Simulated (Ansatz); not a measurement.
**Ionic part of the dielectric constant of AlP at 25 GPa, mode by mode**

All numbers below come from DFT PBEsol, scalar-relativistic, plane waves, PAW (Ansatz). Settings: 420 eV plane-wave cutoff, Γ-centred 10×10×10 mesh, fixed occupations. No spin polarisation. Phonons by linear response, acoustic sum rule imposed.

The structure is cubic, space group F-43m (No. 216). The conventional cell has a = 5.127 Å, b = 5.127 Å, c = 5.127 Å, α = 90.00°, β = 90.00°, γ = 90.00°. Around Al (site symmetry -43m) lie 4 P at 2.22 Å. P (site symmetry -43m) is surrounded by 4 Al at 2.22 Å.

Other phases may be more stable at this pressure.

The primitive cell has V = 33.70 Å³ and ε∞,yy = 8.373. Each polar mode adds Δε = (4.92064×10⁷/V)·S/ν² along y, with S its oscillator strength in e²/amu, ν in cm⁻¹ and V in Å³.

**Question.** From these modes, find each Δε and ε0,yy.
```json
{"ν (cm⁻¹)": "545.9", "S_yy (e²/amu)": "0.3126"}
```

**Answer.**
| ν (cm⁻¹) | Δε |
| --- | --- |
| 545.9 | 1.53 |

The sum is 1.532, so ε0,yy = 9.90; the run's tensor has 9.90.

**Question.** Where do the longitudinal modes lie for a wave vector along y?

**Answer.** At 594 cm⁻¹. The Lyddane–Sachs–Teller product Π(ν_LO/ν_TO)² = 1.18 matches ε0/ε∞ = 1.18.

Cost: 1 run of about 0.23 core-minutes, on AMD EPYC 9R45 (Zen 5) (shared hosts).

The static dielectric response of zinc-blende AlP at this pressure is mainly electronic: the lattice adds only 1.53 to a total of 9.90. This fits a polar but largely covalent sp³ network, in which stiff bonds limit how far the sublattices move in a field. The light atoms help put the transverse mode at 545.9 cm⁻¹, but they don't explain the small ionic term, because the masses cancel between oscillator strength and squared frequency. What remains is the Born effective charge squared over the restoring force constant.

The macroscopic field raises the longitudinal mode to 594 cm⁻¹, a moderate shift because the electrons screen that field strongly. Semilocal functionals usually underestimate gaps and overestimate electronic screening, so ε∞ is probably somewhat too large and the splitting correspondingly too small. The Lyddane–Sachs–Teller agreement shows internal consistency, not accuracy against experiment. Cubic symmetry makes the dielectric tensor isotropic, so the result holds for every field direction, but a single volume can't show how compression changes the balance between effective charge and bond stiffness.
